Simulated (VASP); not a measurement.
## Hf: single point with RPBE

Crystal: Hf.

```xyz
1
Lattice="2.9491 0.0000 0.0000 0.0000 2.9491 0.0000 0.0000 0.0000 2.9491" Properties=species:S:1:pos:R:3 pbc="T T T"
Hf    0.0000    0.0000    0.0000
```

This isn't the form of Hf at room conditions, which is hcp.

```
Program             : VASP 6.6.1
Task                : single point
Functional          : RPBE
Potentials or basis : VASP PAW PBE potentials, release 64 (Hf_pv)
Cutoff              : 520 eV
k mesh              : 17 × 17 × 17
Occupations         : fermi-dirac, width 0.1 eV
Spin                : no spin polarisation
```

```yaml
Pressure: 0.2 GPa
Band_gap_on_the_k_mesh: none (metal or under the smearing width)
```

Levels at points of the mesh, in eV from the Fermi level:
| k point | band 3 | band 4 | band 5 | band 6 | band 7 | band 8 |
| --- | --- | --- | --- | --- | --- | --- |
| (0.00, 0.00, 0.00) | -30.14 | -6.36 | -1.31 | -1.31 | 6.25 | 6.25 |

It took 13 s on 1 thread of Intel(R) Xeon(R) 6975P-C (Granite Rapids) (shared host), peak memory 0.17 GiB.

Caveat: the PAW data sets were made with another functional, which shifts forces and pressure a little. The run has no spin-orbit coupling, so splittings on Hf are missing.
